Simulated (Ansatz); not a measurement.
# Si16HC16: the cost of one run

Computed with Ansatz 0.2.0 (DFT PBE, scalar-relativistic, plane waves, PAW, unless a step's input says otherwise).

2 further runs of the same task are left out: 2 set aside as unsound or not needed.

## (1) The starting structure

It takes space group P6_3mc (No. 186, hexagonal). The conventional cell has a = 3.092 Å, b = 3.092 Å, c = 5.074 Å, α = 90.00°, β = 90.00°, γ = 120.00°. Si (site symmetry 3m) is surrounded by 4 C at 1.89 to 1.91 Å. C (site symmetry 3m) has 4 Si at 1.89 to 1.91 Å as nearest neighbours.

As a file:

```xyz
4
Lattice="3.0919 0.0000 0.0000 -1.5460 2.6777 0.0000 0.0000 0.0000 5.0743" Properties=species:S:1:pos:R:3 pbc="T T T"
Si    0.0000    1.7851    2.5350
Si    1.5460    0.8926    5.0722
C     0.0000    1.7851    4.4421
C     1.5460    0.8926    1.9050
```

It goes back to an entry of the Materials Project.

It is the result of an earlier relaxation at this level (volume 10.50 Å³/atom; gap on the mesh: 2.31 eV).

## (2) Relaxing the first end

The supercell's rows are 0 -2 0; -2 0 0; 0 0 -2 in vectors of the relaxed cell. Atom 33 is the H that will move.

Input file input.yaml:

```yaml
crystal:
  lattice:
    - [3.0919365181, -5.3553911431, 0.0]
    - [-6.1838730361, 0.0, 0.0]
    - [0.0, 0.0, -10.1485845747]
  atoms:
    - { symbol: Si, position: [0.1666666667, 0.3333333333, 0.2502091465] }
    - { symbol: Si, position: [0.1666666667, 0.3333333333, 0.7502091465] }
    - { symbol: Si, position: [0.6666666667, 0.3333333333, 0.2502091465] }
    - { symbol: Si, position: [0.6666666667, 0.3333333333, 0.7502091465] }
    - { symbol: Si, position: [0.1666666667, 0.8333333333, 0.2502091465] }
    - { symbol: Si, position: [0.1666666667, 0.8333333333, 0.7502091465] }
    - { symbol: Si, position: [0.6666666667, 0.8333333333, 0.2502091465] }
    - { symbol: Si, position: [0.6666666667, 0.8333333333, 0.7502091465] }
    - { symbol: Si, position: [0.3333333333, 0.1666666667, 0.0002091465] }
    - { symbol: Si, position: [0.3333333333, 0.1666666667, 0.5002091465] }
    - { symbol: Si, position: [0.8333333333, 0.1666666667, 0.0002091465] }
    - { symbol: Si, position: [0.8333333333, 0.1666666667, 0.5002091465] }
    - { symbol: Si, position: [0.3333333333, 0.6666666667, 0.0002091465] }
    - { symbol: Si, position: [0.3333333333, 0.6666666667, 0.5002091465] }
    - { symbol: Si, position: [0.8333333333, 0.6666666667, 0.0002091465] }
    - { symbol: Si, position: [0.8333333333, 0.6666666667, 0.5002091465] }
    - { symbol: C, position: [0.1666666667, 0.3333333333, 0.0622908535] }
    - { symbol: C, position: [0.1666666667, 0.3333333333, 0.5622908535] }
    - { symbol: C, position: [0.6666666667, 0.3333333333, 0.0622908535] }
    - { symbol: C, position: [0.6666666667, 0.3333333333, 0.5622908535] }
    - { symbol: C, position: [0.1666666667, 0.8333333333, 0.0622908535] }
    - { symbol: C, position: [0.1666666667, 0.8333333333, 0.5622908535] }
    - { symbol: C, position: [0.6666666667, 0.8333333333, 0.0622908535] }
    - { symbol: C, position: [0.6666666667, 0.8333333333, 0.5622908535] }
    - { symbol: C, position: [0.3333333333, 0.1666666667, 0.3122908535] }
    - { symbol: C, position: [0.3333333333, 0.1666666667, 0.8122908535] }
    - { symbol: C, position: [0.8333333333, 0.1666666667, 0.3122908535] }
    - { symbol: C, position: [0.8333333333, 0.1666666667, 0.8122908535] }
    - { symbol: C, position: [0.3333333333, 0.6666666667, 0.3122908535] }
    - { symbol: C, position: [0.3333333333, 0.6666666667, 0.8122908535] }
    - { symbol: C, position: [0.8333333333, 0.6666666667, 0.3122908535] }
    - { symbol: C, position: [0.8333333333, 0.6666666667, 0.8122908535] }
    - { symbol: H, position: [-0.0069798431, -0.0138208571, 0.9077860483], spin: 1.0 }
basis:
  ecutwfc: 420
  xc_grid: 2
kpoints:
  mp_grid: { grid: [2, 2, 2], shift: [0.0, 0.0, 0.0] }
hamiltonian:
  xc: pbe
scf:
  occupations: { method: gaussian, width: 0.02 }
output:
  forces: true
  stress: false
  eigenvalues: true
  populations: true
  write_density: true
  write_potential: true
  elf: true
  volumetric_format: npy
magnetization:
  spin_polarized: true
relax:
  adjacent_minimum: "off"
  f_tol: 0.02
  max_steps: 60
```

On the command line:

```sh
$ ansatz run input.yaml --threads 4 --pin off --max-ram 10240MiB --backend cpu --events-out ev --progress --plain --runs-dir out
```

What time and memory should one allow on 4 threads of Intel Xeon Platinum 8259CL at 2.50GHz (Skylake/Cascade Lake), shared host?

About 52 s, with a peak of 1.4 GiB.
